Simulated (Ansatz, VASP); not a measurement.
# Be (a cell with a defect): VASP beside Ansatz

File INCAR:

```
PREC = Accurate
ENCUT = 520
EDIFF = 1E-7
ISMEAR = 0
SIGMA = 0.1
LREAL = Auto
LASPH = True
NELM = 100
ALGO = Fast
ISIF = 2
LWAVE = False
LCHARG = False
GGA = PS
NBANDS = 40
```

File KPOINTS:

```
regular mesh
0
Gamma
  6 6 4
```

POSCAR

```
Be
1.0
   -4.9856521339      2.4928260670     -2.4928260670
   -2.4928260670     -2.4928260670     -4.9856521339
   -4.9856521339     -2.4928260670      2.4928260670
Be
23
Direct
    0.8541666528      0.6666666667      0.4375000249
    0.4255502386      0.6666666667      0.7444472321
    0.5503891369      0.6666666667      0.3607311783
    0.6682659060      0.6666666667     -0.0258822508
    0.0400674645      0.6666666667      0.9008822165
    0.1579441398      0.6666666667      0.5142688500
    0.2827831281      0.6666666667      0.1305527490
    0.7100507114      0.3243248012      0.8687644766
    0.8315953540      0.3412002010      0.4994576420
    0.9531400745      0.3547360612      0.1270832087
    0.4617768402      0.3253947305      0.6286099293
    0.5878284381      0.3253947152      0.2463900345
    0.0671238197      0.3547360987      0.7479167931
    0.2022045145      0.3412001260      0.3755423853
    0.3406244755      0.3243248107      0.0062355305
    0.7551932517     -0.0214027653      0.7479167931
    0.8767379738     -0.0078667926      0.3755423853
    0.3677088459      0.0090085321      0.8687644766
    0.5061288883     -0.0078668676      0.4994576420
    0.6412094690     -0.0214027279      0.1270832087
    0.1205049040      0.0079386028      0.6286099293
    0.2465564866      0.0079386182      0.2463900345
   -0.0017173805      0.0090085227      0.0062355305
```

Input for Ansatz:

```yaml
crystal:
  lattice:
    - [-4.9856521339, 2.492826067, -2.492826067]
    - [-2.492826067, -2.492826067, -4.9856521339]
    - [-4.9856521339, -2.492826067, 2.492826067]
  atoms:
    - { symbol: Be, position: [0.8541666528, 0.6666666667, 0.4375000249] }
    - { symbol: Be, position: [0.4255502386, 0.6666666667, 0.7444472321] }
    - { symbol: Be, position: [0.5503891369, 0.6666666667, 0.3607311783] }
    - { symbol: Be, position: [0.668265906, 0.6666666667, -0.0258822508] }
    - { symbol: Be, position: [0.0400674645, 0.6666666667, 0.9008822165] }
    - { symbol: Be, position: [0.1579441398, 0.6666666667, 0.51426885] }
    - { symbol: Be, position: [0.2827831281, 0.6666666667, 0.130552749] }
    - { symbol: Be, position: [0.7100507114, 0.3243248012, 0.8687644766] }
    - { symbol: Be, position: [0.831595354, 0.341200201, 0.499457642] }
    - { symbol: Be, position: [0.9531400745, 0.3547360612, 0.1270832087] }
    - { symbol: Be, position: [0.4617768402, 0.3253947305, 0.6286099293] }
    - { symbol: Be, position: [0.5878284381, 0.3253947152, 0.2463900345] }
    - { symbol: Be, position: [0.0671238197, 0.3547360987, 0.7479167931] }
    - { symbol: Be, position: [0.2022045145, 0.341200126, 0.3755423853] }
    - { symbol: Be, position: [0.3406244755, 0.3243248107, 0.0062355305] }
    - { symbol: Be, position: [0.7551932517, -0.0214027653, 0.7479167931] }
    - { symbol: Be, position: [0.8767379738, -0.0078667926, 0.3755423853] }
    - { symbol: Be, position: [0.3677088459, 0.0090085321, 0.8687644766] }
    - { symbol: Be, position: [0.5061288883, -0.0078668676, 0.499457642] }
    - { symbol: Be, position: [0.641209469, -0.0214027279, 0.1270832087] }
    - { symbol: Be, position: [0.120504904, 0.0079386028, 0.6286099293] }
    - { symbol: Be, position: [0.2465564866, 0.0079386182, 0.2463900345] }
    - { symbol: Be, position: [-0.0017173805, 0.0090085227, 0.0062355305] }
basis:
  ecutwfc: 420
kpoints:
  mp_grid: { grid: [6, 6, 4] }
hamiltonian:
  xc: pbesol
scf:
  occupations: { method: gaussian, width: 0.1 }
output:
  forces: true
  stress: true
  eigenvalues: true
  write_density: true
  write_potential: true
  elf: true
  volumetric_format: npy
```

Alike in both runs: task single point; functional PBEsol; k mesh 6 × 6 × 4; occupations gaussian, width 0.1 eV; no spin polarisation.

|  | VASP | Ansatz |
| --- | --- | --- |
| version | VASP 6.6.1 | Ansatz 0.2.0 |
| potentials or method | VASP PAW PBE potentials, release 64 (Be) | scalar-relativistic, plane waves, PAW |
| plane-wave cutoff (eV) | 520 | 420 |
| valence electrons in the cell | 46 | 46 |

Ansatz gave:

| Item | Value |
| --- | --- |
| gap on the k mesh at the Fermi level (eV) | none |
| pressure (GPa) | -1.4 |
| largest component of the traceless stress (GPa) | 2.46 |
| rms of the force components (eV/Å) | 0.212 |

What did VASP give for the same quantities?

gap on the k mesh at the Fermi level (eV): none; pressure (GPa): -1.0; largest component of the traceless stress (GPa): 2.46; rms of the force components (eV/Å): 0.215.

Atom by atom the forces differ by 0.003 eV/Å (rms over components). A gap of «none» marks a metal or a gap that the smearing closes.

Caveats: the PAW data sets were made with another functional, which shifts forces and pressure a little (VASP).
